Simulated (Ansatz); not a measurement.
Crystal: SiNi.

```xyz
8
Lattice="4.5037 0.0000 0.0000 0.0000 4.5037 0.0000 0.0000 0.0000 4.5037" Properties=species:S:1:pos:R:3 pbc="T T T"
Ni    0.6733    0.6733    0.6733
Ni    2.9252    1.5785    3.8304
Ni    3.8304    2.9252    1.5785
Ni    1.5785    3.8304    2.9252
Si    3.8139    3.8139    3.8139
Si    1.5620    2.9417    0.6898
Si    0.6898    1.5620    2.9417
Si    2.9417    0.6898    1.5620
```

The cell is a database's computed one.

| Property | Result |
| --- | --- |
| Program | Ansatz 0.2.0 |
| Task | relaxation of cell and atoms |
| Functional | PBEsol |
| Dispersion | D4 |
| Potentials or basis | Ansatz PAW |
| Cutoff | 420 eV (not typed: the program's choice for these potentials) |
| k mesh | 6 × 6 × 6 |
| Occupations | fermi-dirac, width 0.05 eV |
| Spin | collinear spin, ferromagnetic start |
| Starting moments | [1.0, 1.0, 1.0, 1.0, 0.0, 0.0, 0.0, 0.0] μB |

At the start: volume 11.42 Å³/atom.

Q: Where does the relaxation end?

A: It ends after 5 steps and the volume is 10.94 Å³/atom (-4.2 %); space group P2_13 (No. 198, to 0.05 Å); moment 0.00 μB per cell.

Step by step:
| step | energy change (eV) | largest force (eV/Å) | volume (Å³) |
| --- | --- | --- | --- |
| 1 | 0.0000 | 0.0381 | 91.35 |
| 2 | -0.0845 | 0.0222 | 89.14 |
| 3 | -0.1047 | 0.0059 | 87.35 |
| 4 | -0.1048 | 0.0050 | 87.50 |
| 5 | -0.1037 | 0.0050 | 87.50 |

Final structure:
```
Ni Si
1.0
     4.43956    0.00000    0.00000
     0.00000    4.43956    0.00000
     0.00000    0.00000    4.43956
Ni Si
4 4
Cartesian
  0.6624 0.6624 0.6624
  2.8821 1.5574 3.7772
  3.7772 2.8821 1.5574
  1.5574 3.7772 2.8821
  3.7585 3.7585 3.7585
  1.5387 2.9008 0.6811
  0.6811 1.5387 2.9008
  2.9008 0.6811 1.5387
```

Caveat: the plane-wave basis is chosen anew once the cell has moved, so the energies of steps on either side of that aren't comparable; pairwise dispersion overbinds metals, which lowers pressure and volume; the PAW data sets come from PBE, with cores solved anew for the run's functional, which leaves a small shift of forces and pressure; the starting moments weren't kept.
